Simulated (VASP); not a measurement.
# Si: relaxation with set parts of the cell free, by functional and free to move

Si, P1 (no. 1), 8 atoms in the cell.

| Functional | Free to move | Volume (Å³/atom) | Pressure in a fresh run at the final cell (GPa) | Pressure printed at the end of the relaxation (GPa) | Ionic steps, all stages | Electronic steps, all stages |
|---|---|---|---|---|---|---|
| LDA | atoms | 20.491 | -3.39 | -3.39 | 13 | 82 |
| LDA | atoms, shape and volume | 19.732 | -0.01 | -0.01 | 17 | 108 |
| LDA | atoms and shape at fixed volume | 20.491 | -3.40 | -3.40 | 15 | 101 |
| LDA | atoms and volume | 19.734 | -0.02 | -0.02 | 15 | 95 |
| LDA | atoms and the z components of the lattice | 20.050 | -1.53 | -1.53 | 14 | 89 |
| LDA | atoms and the x and y components of the lattice | 19.825 | -0.47 | -0.47 | 17 | 98 |
| LDA | atoms and the y and z components of the lattice | 19.823 | -0.46 | -0.46 | 16 | 98 |
| PBE | atoms | 20.491 | -0.15 | -0.15 | 14 | 77 |
| PBE | atoms, shape and volume | 20.457 | 0.00 | 0.00 | 15 | 101 |
| PBE | atoms and shape at fixed volume | 20.491 | -0.15 | -0.15 | 15 | 101 |
| PBE | shape alone | 20.491 | 0.01 | 0.01 | 9 | 64 |
| PBE | shape and volume | 20.491 | 0.01 | 0.01 | 11 | 68 |
| PBE | volume alone | 20.502 | 0.00 | 0.00 | 5 | 46 |
| PBE | atoms and volume | 20.443 | 0.06 | 0.06 | 14 | 82 |
| PBE | atoms and the z components of the lattice | 20.495 | -0.17 | -0.17 | 13 | 76 |
| PBE | atoms and the x and y components of the lattice | 20.445 | 0.05 | 0.05 | 14 | 83 |
| PBE | atoms and the y and z components of the lattice | 20.443 | 0.06 | 0.06 | 15 | 98 |

Limits: the start was distorted on purpose (random strain, atoms moved at random), so the space group given is the start's and not the crystal's.

## Input of the first row

INCAR.step1:
```
PREC     = Accurate       # precision mode
ENCUT    = 350            # plane-wave cutoff, eV
EDIFF    = 1E-6           # SCF threshold, eV
ISMEAR   = 0              # smearing method
SIGMA    = 0.05           # smearing width, eV
LREAL    = F              # projectors in reciprocal space
LASPH    = T              # aspherical terms in the spheres
NELM     = 100            # most SCF steps
ALGO     = Normal         # electronic algorithm
LWAVE    = F              # write WAVECAR
LCHARG   = F              # write CHGCAR
GGA      = CA             # functional
IBRION   = 2              # ionic algorithm
NSW      = 60             # ionic steps
ISIF     = 2              # what is computed and relaxed
EDIFFG   = -0.01          # ionic threshold
POTIM    = 0.5            # step
ISYM     = 0            
KPAR     = 4             
```

INCAR.step3, as INCAR.step1 but for:
```
- IBRION = 2
- NSW = 60
- EDIFFG = -0.01
- POTIM = 0.5
+ NSW = 0
```

KPOINTS:
```
k-points
0
Gamma
  3 3 3
```

POSCAR.step1:
```
Si
1.0
    5.4625150000     -0.0131070000     -0.0056210000
   -0.0131070000      5.4929870000      0.0279670000
   -0.0056210000      0.0279670000      5.4635490000
Si
8
Direct
    0.5054730000      0.0035240000      0.5007580000
    0.2414840000      0.2542350000      0.2517420000
    0.4979850000      0.5014830000      0.0010480000
    0.2550360000      0.7467940000      0.7525930000
   -0.0037080000     -0.0048290000     -0.0061360000
    0.7576220000      0.2468900000      0.7454730000
   -0.0040940000      0.4943710000      0.4980240000
    0.7502020000      0.7575330000      0.2564970000
```

POSCAR.step3:
```
Si
1.0
    5.4625150000     -0.0131070000     -0.0056210000
   -0.0131070000      5.4929870000      0.0279670000
   -0.0056210000      0.0279670000      5.4635490000
Si
8
Direct
    0.5006050118      0.9999258927      0.4997551771
    0.2494021083      0.2501185712      0.2502687716
    0.5006111020      0.4998809606      0.9997269757
    0.2493983797      0.7500915792      0.7502613077
    0.0006050254      0.9998724021      0.9997014799
    0.7494107350      0.2501113811      0.7502903424
    0.0005800458      0.4998856701      0.4997009986
    0.7493875920      0.7501145430      0.2502939468
```

Commands (each step's output is kept before the next begins):
```
cat potpaw_LDA.64/Si/POTCAR > POTCAR
cp INCAR.step1 INCAR
cp POSCAR.step1 POSCAR
mpirun -np 4 vasp_std > vasp.out
cp CONTCAR POSCAR
mpirun -np 4 vasp_std > vasp.out
cp CONTCAR POSCAR
cp INCAR.step3 INCAR
cp POSCAR.step3 POSCAR
mpirun -np 4 vasp_std > vasp.out
```

Changes of the last row against the first:
```
(step 1)
- GGA = CA
- NSW = 60
- ISIF = 2
+ NSW = 80
+ ISIF = 3
+ LATTICE_CONSTRAINTS = .FALSE. .TRUE. .TRUE.
(step 2)
- GGA = CA
- NSW = 60
- ISIF = 2
+ NSW = 80
+ ISIF = 3
+ LATTICE_CONSTRAINTS = .FALSE. .TRUE. .TRUE.
(step 3)
- GGA = CA
- cat potpaw_LDA.64/Si/POTCAR > POTCAR
+ cat potpaw_PBE.64/Si/POTCAR > POTCAR
```

VASP 6.6.1 took 33 s on 4 cores (Intel Xeon 6975P-C (Granite Rapids)), a shared host.
